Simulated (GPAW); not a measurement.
# ZrC (F-43m) in GPAW: convergence with k mesh

Aim: find how far k mesh must go before the results for ZrC settle, at PBE. This setting moves, with any that are tied to it; all else stays.

Program: GPAW 26.7.0. These are calculated values, not measurements. Logs are shortened: lines on timing, memory, paths and dates and some standing lists are left out, and cuts for length are marked. The log counts tension as positive stress, the text compression.

### 1 The crystal as given

It takes space group F-43m (No. 216, cubic). The conventional cell has a = 5.091 Å, b = 5.091 Å, c = 5.091 Å, α = 90.00°, β = 90.00°, γ = 90.00°. Zr (site symmetry -43m) has 4 C at 2.20 Å as nearest neighbours. C (site symmetry -43m) is surrounded by 4 Zr at 2.20 Å.

The cell was built by a generator and needn't be a form met in nature.

### 2 With k mesh 2 × 2 × 2

The input, run.py:

```python
from ase.dft.bandgap import bandgap
from ase.io import read, write
from ase.units import GPa
from gpaw import GPAW, PW

atoms = read('POSCAR')

calc = GPAW(mode=PW(800),
            xc='PBE',
            kpts={'size': (2, 2, 2), 'gamma': True},
            occupations={'name': 'fermi-dirac', 'width': 0.05},
            nbands=18,
            convergence={'density': 1e-05, 'energy': 1e-05},
            maxiter=100,
            txt='gpaw.txt')
atoms.calc = calc
energy = atoms.get_potential_energy()
forces = atoms.get_forces()
stress = atoms.get_stress()
calc.write('gs.gpw')
write('result.traj', atoms)
print(f'Energy: {energy:.6f} eV')
print('Forces (eV/A):')
print(forces.round(4))
print('Stress (GPa):', (stress / GPa).round(3))
print('Fermi level:', round(calc.get_fermi_level(), 4), 'eV')
print(f'Gap: {bandgap(calc)[0]:.4f} eV, direct: {bandgap(calc, direct=True)[0]:.4f} eV')
```

The input, POSCAR:

```
ZrC
1.0
    0.0000000000      2.5455200000      2.5455200000
    2.5455200000      0.0000000000      2.5455200000
    2.5455200000      2.5455200000      0.0000000000
Zr C
1 1
Direct
    0.5000000000      0.5000000000      0.5000000000
    0.7500000000      0.7500000000      0.7500000000
```

Potentials or basis: GPAW PAW data sets (gpaw-data 1.2.1), pw.

Launch:

```bash
OMP_NUM_THREADS=1 python run.py
```

It took 3.5 s on 1 thread of Arm Neoverse V2, shared host; peak memory 0.15 GiB.

Results:

- Free energy: -16.5858 eV
- Pressure: 3.0 GPa
- Band gap on the k mesh: 0.44 eV, direct

### 3 With k mesh 3 × 3 × 3

run.py, as its differences from that of step 2:

```diff
@@ -9,3 +9,3 @@
             xc='PBE',
-            kpts={'size': (2, 2, 2), 'gamma': True},
+            kpts={'size': (3, 3, 3), 'gamma': True},
             occupations={'name': 'fermi-dirac', 'width': 0.05},
```

POSCAR is that of step 2.

Potentials or basis: GPAW PAW data sets (gpaw-data 1.2.1), pw.

Launch:

```bash
OMP_NUM_THREADS=1 python run.py
```

Wall time 3.9 s (1 thread of Arm Neoverse V2, shared host); peak memory 0.15 GiB.

What came out:

```
Free energy            : -17.0592 eV
Pressure               : 1.0 GPa
Band gap on the k mesh : 1.55 eV, direct
```

### 4 With k mesh 4 × 4 × 4

run.py, as its differences from that of step 3:

```diff
@@ -9,3 +9,3 @@
             xc='PBE',
-            kpts={'size': (3, 3, 3), 'gamma': True},
+            kpts={'size': (4, 4, 4), 'gamma': True},
             occupations={'name': 'fermi-dirac', 'width': 0.05},
```

POSCAR is that of step 3.

Launch:

```bash
OMP_NUM_THREADS=1 python run.py
```

Wall time 5.9 s (1 thread of Arm Neoverse V2, shared host); peak memory 0.15 GiB.

What came out:

```yaml
Free_energy: -17.1942 eV
Pressure: -2.0 GPa
Band_gap_on_the_k_mesh: 0.52 eV, indirect (least direct gap 0.56 eV)
```

### 5 With k mesh 5 × 5 × 5

run.py, as its differences from that of step 4:

```diff
@@ -9,3 +9,3 @@
             xc='PBE',
-            kpts={'size': (4, 4, 4), 'gamma': True},
+            kpts={'size': (5, 5, 5), 'gamma': True},
             occupations={'name': 'fermi-dirac', 'width': 0.05},
```

POSCAR is that of step 4.

Launch:

```bash
OMP_NUM_THREADS=1 python run.py
```

It took 6.6 s on 1 thread of Arm Neoverse V2, shared host; peak memory 0.15 GiB.

The run converged. Its results:

| Item | Value |
| --- | --- |
| Free energy | -17.1290 eV |
| Pressure | -0.2 GPa |
| Band gap on the k mesh | 0.77 eV, direct |

### 6 With k mesh 6 × 6 × 6

run.py, as its differences from that of step 5:

```diff
@@ -9,3 +9,3 @@
             xc='PBE',
-            kpts={'size': (5, 5, 5), 'gamma': True},
+            kpts={'size': (6, 6, 6), 'gamma': True},
             occupations={'name': 'fermi-dirac', 'width': 0.05},
```

POSCAR is that of step 5.

Potentials or basis: GPAW PAW data sets (gpaw-data 1.2.1), pw.

Launch:

```bash
OMP_NUM_THREADS=1 python run.py
```

Wall time 9.9 s (1 thread of Arm Neoverse V2, shared host); peak memory 0.16 GiB.

It converged, with:

| Quantity | Value |
| --- | --- |
| Free energy | -17.1618 eV |
| Pressure | -1.0 GPa |
| Band gap on the k mesh | 0.53 eV, indirect (least direct gap 0.56 eV) |

### 7 With k mesh 7 × 7 × 7

run.py, as its differences from that of step 6:

```diff
@@ -9,3 +9,3 @@
             xc='PBE',
-            kpts={'size': (6, 6, 6), 'gamma': True},
+            kpts={'size': (7, 7, 7), 'gamma': True},
             occupations={'name': 'fermi-dirac', 'width': 0.05},
```

POSCAR is that of step 6.

Launch:

```bash
OMP_NUM_THREADS=1 python run.py
```

Wall time 11 s (1 thread of Arm Neoverse V2, shared host); peak memory 0.16 GiB.

Results (log left out):

```yaml
Free_energy: -17.1471 eV
Pressure: -0.6 GPa
Band_gap_on_the_k_mesh: 0.63 eV, direct
```

### 8 With k mesh 8 × 8 × 8

run.py, as its differences from that of step 7:

```diff
@@ -9,3 +9,3 @@
             xc='PBE',
-            kpts={'size': (7, 7, 7), 'gamma': True},
+            kpts={'size': (8, 8, 8), 'gamma': True},
             occupations={'name': 'fermi-dirac', 'width': 0.05},
```

POSCAR is that of step 7.

Launch:

```bash
OMP_NUM_THREADS=1 python run.py
```

Run time: 16 s. Hardware: 1 thread of Arm Neoverse V2, shared host; peak memory 0.16 GiB.

The run converged. Its results:

```
Free energy            : -17.1542 eV
Pressure               : -0.8 GPa
Band gap on the k mesh : 0.50 eV, indirect (least direct gap 0.55 eV)
```

### 9 With k mesh 10 × 10 × 10

run.py, as its differences from that of step 8:

```diff
@@ -9,3 +9,3 @@
             xc='PBE',
-            kpts={'size': (8, 8, 8), 'gamma': True},
+            kpts={'size': (10, 10, 10), 'gamma': True},
             occupations={'name': 'fermi-dirac', 'width': 0.05},
```

POSCAR is that of step 8.

Potentials or basis: GPAW PAW data sets (gpaw-data 1.2.1), pw.

Launch:

```bash
OMP_NUM_THREADS=1 python run.py
```

Wall time 25 s (1 thread of Arm Neoverse V2, shared host); peak memory 0.18 GiB.

It converged, with:

| Property | Result |
| --- | --- |
| Free energy | -17.1524 eV |
| Pressure | -0.7 GPa |
| Band gap on the k mesh | 0.48 eV, indirect (least direct gap 0.55 eV) |

### 10 With k mesh 12 × 12 × 12

run.py, as its differences from that of step 9:

```diff
@@ -9,3 +9,3 @@
             xc='PBE',
-            kpts={'size': (10, 10, 10), 'gamma': True},
+            kpts={'size': (12, 12, 12), 'gamma': True},
             occupations={'name': 'fermi-dirac', 'width': 0.05},
```

POSCAR is that of step 9.

Potentials or basis: GPAW PAW data sets (gpaw-data 1.2.1), pw.

Launch:

```bash
OMP_NUM_THREADS=1 python run.py
```

gpaw.txt:

```text
__  _  _
 | _ |_)|_||  |
 |__||  | ||/\| - 26.7.0

Input parameters:
  mode=PW(ecut=800.0),
  convergence={'density': 1e-05, 'energy': 1e-05},
  kpts=MonkhorstPack(size=(12, 12, 12), gamma=True),
  maxiter=100,
  nbands=18,
  occupations=Occupations(name='fermi-dirac', width=0.05),
  xc=XC(name='PBE')

Diagonalizing LCAO Hamiltonian
Converting LCAO to pw mode

           C

       Zr

Atoms  # Å, Bohr magnetons
|   | symbol |        x |        y |        z |    initial magnetic moments |
|---|--------|----------|----------|----------|-----------------------------|
| 0 |     Zr | 2.545520 | 2.545520 | 2.545520 | ( 0.0000,  0.0000,  0.0000) |
| 1 |      C | 3.818280 | 3.818280 | 3.818280 | ( 0.0000,  0.0000,  0.0000) |

Unit cell  # Å
| periodic |        x |        y |        z |  lengths |    angles |
|----------|----------|----------|----------|----------|-----------|
|      yes | 0.000000 | 2.545520 | 2.545520 | 3.599909 | 60.000000 |
|      yes | 2.545520 | 0.000000 | 2.545520 | 3.599909 | 60.000000 |
|      yes | 2.545520 | 2.545520 | 0.000000 | 3.599909 | 60.000000 |

Number of symmetries: 24
Symmetry operations  # r_c * U_cc + t_c -> r_c
|    | kind |            matrix            |
|----|------|------------------------------|
|  0 |  E   |  1, 0, 0,  0, 1, 0,  0, 0, 1 |
|  1 |  σ   |  1, 0, 0,  0, 0, 1,  0, 1, 0 |
|  2 |  σ   |  1, 0,-1,  0, 1,-1,  0, 0,-1 |
|  3 |  C3  |  1, 0,-1,  0, 0,-1,  0, 1,-1 |
|  4 |  C3  |  1,-1, 0,  0,-1, 1,  0,-1, 0 |
|  5 |  σ   |  1,-1, 0,  0,-1, 0,  0,-1, 1 |
|  6 |  σ   |  0, 1, 0,  1, 0, 0,  0, 0, 1 |
|  7 |  C3  |  0, 1, 0,  0, 0, 1,  1, 0, 0 |
|  8 |  C2  |  0, 1,-1,  1, 0,-1,  0, 0,-1 |
|  9 |  S4  |  0, 1,-1,  0, 0,-1,  1, 0,-1 |
| 10 |  C3  |  0, 0, 1,  1, 0, 0,  0, 1, 0 |
| 11 |  σ   |  0, 0, 1,  0, 1, 0,  1, 0, 0 |
| 12 |  S4  |  0, 0,-1,  1, 0,-1,  0, 1,-1 |
| 13 |  C3  |  0, 0,-1,  0, 1,-1,  1, 0,-1 |
| 14 |  S4  |  0,-1, 1,  1,-1, 0,  0,-1, 0 |
| 15 |  C2  |  0,-1, 1,  0,-1, 0,  1,-1, 0 |
| 16 |  C3  |  0,-1, 0,  1,-1, 0,  0,-1, 1 |
| 17 |  S4  |  0,-1, 0,  0,-1, 1,  1,-1, 0 |
| 18 |  S4  | -1, 1, 0, -1, 0, 1, -1, 0, 0 |
| 19 |  C3  | -1, 1, 0, -1, 0, 0, -1, 0, 1 |
| 20 |  C3  | -1, 0, 1, -1, 1, 0, -1, 0, 0 |
| 21 |  S4  | -1, 0, 1, -1, 0, 0, -1, 1, 0 |
| 22 |  σ   | -1, 0, 0, -1, 1, 0, -1, 0, 1 |
| 23 |  C2  | -1, 0, 0, -1, 0, 1, -1, 1, 0 |

BZ-sampling:
  Number of BZ points: 1728
  Number of IBZ points: 72

  Monkhorst-Pack size: [12, 12, 12]
  Monkhorst-Pack shift: [0.041666666666666664, 0.041666666666666664, 0.041666666666666664]

K-points  # in reciprocal-cell coordinates
|     |                                coordinates |     weight |
|-----|--------------------------------------------|------------|
|   0 | ( -0.00000000,  -0.00000000,  -0.00000000) | 0.00057870 |
|   1 | (  0.08333333,   0.08333333,  -0.00000000) | 0.00347222 |
|   2 | (  0.08333333,   0.08333333,   0.08333333) | 0.00462963 |
|   3 | (  0.16666667,   0.08333333,   0.08333333) | 0.00694444 |
|   4 | (  0.16666667,   0.16666667,  -0.00000000) | 0.00347222 |
|   5 | (  0.16666667,   0.16666667,   0.08333333) | 0.01388889 |
|   6 | (  0.16666667,   0.16666667,   0.16666667) | 0.00462963 |
|   7 | (  0.25000000,   0.16666667,   0.08333333) | 0.01388889 |
|   8 | (  0.25000000,   0.16666667,   0.16666667) | 0.01388889 |
|   9 | (  0.25000000,   0.25000000,  -0.00000000) | 0.00347222 |
| ... |                                            |            |
|  71 | (  0.50000000,   0.50000000,   0.50000000) | 0.00231481 |

Plane wave coefficients: 1717
Cutoff: 800.0 eV

Spin-components: 1 (collinear spins)
Bands:           18
Projectors:      11
Spin-degeneracy: 2
Datatype:        complex128

Parallelization:
  kpt:    1
  domain: 1
  band:   1

Density:
  Valence electrons: 16.0
  Components: 1
  Grid points: [24 24 24]
  Charge: 0.0  # |e|

Potential:
  Grid points: [24 24 24]

species:
  Zr:
    name:    Zirconium
    Z:       40.0
    valence: 12
    core:    28
    charge:  0.0  # [|e|]
    compensation charges:
      type: gauss
      rc: 0.40  # [Å]
      lmax: 2
    cutoffs:
      filter: 2.39  # [Å]
      core: 1.59  # [Å]
    projectors
    | kind |    occ | energy [eV] | rcut [Å] |
    |------|--------|-------------|----------|
    |   4s |  2.000 |     -54.478 |    1.323 |
    |   5s |  2.000 |      -4.438 |    1.323 |
    |   4p |  6.000 |     -32.467 |    1.334 |
    |   5p |  0.000 |      -1.470 |    1.334 |
    |   4d |  2.000 |      -3.600 |    1.244 |
    |    d |        |      23.611 |    1.244 |

    Using partial waves for Zr as LCAO basis

  C:
    name:    Carbon
    Z:       6.0
    valence: 4
    core:    2
    charge:  0.0  # [|e|]
    compensation charges:
      type: gauss
      rc: 0.20  # [Å]
      lmax: 2
    cutoffs:
      filter: 1.14  # [Å]
      core: 1.14  # [Å]
    projectors
    | kind |    occ | energy [eV] | rcut [Å] |
    |------|--------|-------------|----------|
    |   2s |  2.000 |     -13.751 |    0.635 |
    |   2p |  2.000 |      -5.284 |    0.635 |
    |    s |        |      13.461 |    0.635 |
    |    p |        |      21.927 |    0.635 |
    |    d |        |       0.000 |    0.635 |

    Using partial waves for C as LCAO basis

Reference energy: -98921.199351  # eV

eigensolver:
  PPCG
  Converge bands: occupied
  niter=2

density mixing:
  MSR1-Mixer
  Pratt-step length: 0.05
  Maximum mixing coefficient: 0.75
  Old densities: 10
  SVD Regularization: 0.005
  Good broyden scale: 1.0
  Trust region scale: 1.0
  Backstep threshold: 4.0
  History deletion threshold: 6.0
  Fourier metric: weight=20.0, sigma=0.015

occupation numbers:
  Fermi-Dirac:
    width: 0.0500  # eV

poisson solver:
  ecut: 6400.0  # eV

xc functional:
  name: PBE with 2 nearest neighbor stencil

convergence criteria:
- Maximum integral of absolute [dens]ity change: 1e-05 electrons / valence electron
- Maximum [total energy] change in last 3 cyles: 1e-05 eV / valence electron
- Maximum integral of absolute [eigenst]ate change: 4e-08 eV^2 / valence electron
maximum number of iterations: 100

SCF iterations
|iter     | |      energy | eigst |  dens |
|---------|-|-------------|-------|-------|
|iter:   1| |  -20.231464 | +0.07 |       |
|iter:   2| |  -19.250322 | -1.50 | -0.70 |
|iter:   3| |  -17.152570 | -0.89 | -0.76 |
|iter:   4| |  -17.146813 | -2.53 | -1.48 |
|iter:   5| |  -17.151829 | -3.12 | -1.70 |
|iter:   6| |  -17.151933 | -4.48 | -2.65 |
|iter:   7| |  -17.151967c| -5.41 | -3.15 |
|iter:   8| |  -17.151967c| -6.86 | -3.88 |
|iter:   9| |  -17.151967c| -7.64c| -4.83 |
|iter:  10| |  -17.151967c| -8.25c| -5.40c|

Converged in 10 steps
Energy contributions relative to reference atoms: (reference = -98921.199351)

Energy contributions:
  Kinetic:          11.342274
  Coulomb:         -13.303515
  Zero:              0.349248
  External:          0.000000
  Xc:              -15.539839
  Entropy:          -0.000269
  Spinorbit:         0.000000
  ----------------------------
  Free energy:     -17.152101
  Extrapolated:    -17.151967

dipole moment: (1.126016, 1.126016, 1.126016)  # |e|*Ang

Fermi level: 7.487
Eigenvalues  # (at kpt = [-0.000, -0.000, -0.000])
| band index |      eig [eV] | occ [0-2] |
|------------|---------------|-----------|
|          0 |       -40.747 |     2.000 |
|          1 |       -18.668 |     2.000 |
|          2 |       -18.668 |     2.000 |
|          3 |       -18.668 |     2.000 |
|          4 |        -2.606 |     2.000 |
|          5 |         4.975 |     2.000 |
[... 8 lines left out ...]
|         14 |        21.434 |     0.000 |
|         15 |        21.434 |     0.000 |
|        ... |               |           |
|         17 |        22.590 |     0.000 |

Gap: 0.481 eV
Transition (v -> c):
  (s=0, k=65, n=7, [0.50, 0.50, -0.00]) -> (s=0, k=40, n=8, [0.42, 0.42, -0.17])
Direct/indirect transitions are different
Direct gap: 0.553 eV
Transition at: (s=0, k=47, n=7, [0.50, 0.25, -0.25])

Forces  # eV/Ang
|        x |       y |        z |
|----------|---------|----------|
| -0.00000 | 0.00000 |  0.00000 |  # Zr   0
|  0.00000 | 0.00000 | -0.00000 |  # C    1

Stress tensor  # eV/Ang^3
|        x |         y |         z |
|----------|-----------|-----------|
| 0.004635 |  0.000000 |  0.000000 |
| 0.000000 |  0.004635 | -0.000000 |
| 0.000000 | -0.000000 |  0.004635 |

# Writing to gs.gpw (mode='')
```

stdout:

```text
Energy: -17.151967 eV
Forces (eV/A):
[[-0.  0.  0.]
 [ 0.  0. -0.]]
Stress (GPa): [ 0.743  0.743  0.743 -0.     0.     0.   ]
Fermi level: 7.4868 eV
Gap: 0.4807 eV, direct: 0.5526 eV
```

It took 36 s on 1 thread of Arm Neoverse V2, shared host; peak memory 0.2 GiB.

What came out:

| Property | Result |
| --- | --- |
| Free energy | -17.1521 eV |
| Pressure | -0.7 GPa |
| Band gap on the k mesh | 0.48 eV, indirect (least direct gap 0.55 eV) |

### 11 Summary

| k mesh | energy less the tightest run, at zero smearing (meV/atom) | pressure (GPa) | gap on the mesh (eV) | SCF cycles | CPU time (s) | peak memory (GiB) |
| --- | --- | --- | --- | --- | --- | --- |
| 2 × 2 × 2 | 284.84 | 3.02 | 0.438 | 10 | 3.5 | 0.15 |
| 3 × 3 × 3 | 46.39 | 0.95 | 1.548 | 10 | 3.9 | 0.15 |
| 4 × 4 × 4 | -20.93 | -1.98 | 0.516 | 10 | 5.9 | 0.15 |
| 5 × 5 × 5 | 11.54 | -0.18 | 0.770 | 10 | 6.6 | 0.15 |
| 6 × 6 × 6 | -4.81 | -1.02 | 0.531 | 10 | 9.9 | 0.16 |
| 7 × 7 × 7 | 2.52 | -0.59 | 0.626 | 9 | 11 | 0.16 |
| 8 × 8 × 8 | -1.07 | -0.80 | 0.500 | 10 | 16 | 0.16 |
| 10 × 10 × 10 | -0.16 | -0.75 | 0.481 | 10 | 25 | 0.18 |
| 12 × 12 × 12 | 0.00 | -0.74 | 0.481 | 10 | 36 | 0.2 |

Against the tightest run, the energy stays within 1 meV/atom from 10 × 10 × 10 on; the pressure stays within 0.1 GPa from 8 × 8 × 8 on; the gap on the mesh stays within 0.01 eV from 10 × 10 × 10 on. Meshes of other sizes hit other points, so gaps and Fermi surfaces needn't settle smoothly. The tightest run that finished is the yardstick and may itself not be fully converged.
